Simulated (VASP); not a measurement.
ZnS, 2 atoms in the cell. The typed cell holds 2 atoms: a = 3.821 Å, b = 3.821 Å, c = 3.821 Å, α = 60.00°, β = 60.00°, γ = 60.00°.  The cell isn't the ideal one: atoms moved at random, drawn with an rms of 0.05 Å.

| Item | Value |
| --- | --- |
| Program | VASP 6.6.1 |
| Task | single point |
| Functional | PBE |
| Potentials or basis | VASP PAW PBE potentials, release 64 (Zn, S) |
| Cutoff | 520 eV |
| k mesh | 9 × 9 × 9 |
| Occupations | fermi-dirac, width 0.05 eV |
| Spin | no spin polarisation |
| Further INCAR settings | ALGO = Normal; EDIFF = 1e-07; NBANDS = 16 |

Potentials or basis: VASP PAW PBE potentials, release 64 (Zn, S).

Run with:

```sh
$ cat potpaw_PBE.64/Zn/POTCAR potpaw_PBE.64/S/POTCAR > POTCAR
$ mpirun -np 1 vasp_std > vasp.out
```

Hardware: 1 thread of Intel(R) Xeon(R) Platinum 8488C (Sapphire Rapids), with other jobs on the host.

Estimate the wall time of this run.

It took 2.7 min on 1 thread of Intel(R) Xeon(R) Platinum 8488C (Sapphire Rapids) (shared host), peak memory 0.32 GiB. Counts: scf iterations 14, k points 365.
